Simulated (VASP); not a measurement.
Crystal: GaN.

```
CELL_PARAMETERS angstrom
3.18000 0.00000 0.00000
-1.59000 2.75396 0.00000
0.00000 0.00000 5.16600
ATOMIC_POSITIONS crystal
Ga 0.66667 0.33333 0.50000
Ga 0.33333 0.66667 0.00000
N 0.66667 0.33333 0.87500
N 0.33333 0.66667 0.37500
```

Base run:

```yaml
Program: VASP 6.6.1
Functional: HSE06
Potentials_or_basis: VASP PAW PBE potentials, release 64 (Ga_d, N)
Cutoff: 520 eV
k_mesh: 6 × 6 × 4
Occupations: gaussian, width 0.02 eV
Spin: no spin polarisation
```

Its results: band gap on the k mesh 3.27 eV, direct; pressure 0.9 GPa; largest force 0.154 eV/Å.

The run is repeated on the same cell with these changes: functional from HSE06 to HSE03. What comes out?

Band gap on the k mesh 3.04 eV, direct; pressure 1.4 GPa; largest force 0.153 eV/Å.

Caveats: the PAW data sets were made with another functional, which shifts forces and pressure a little.
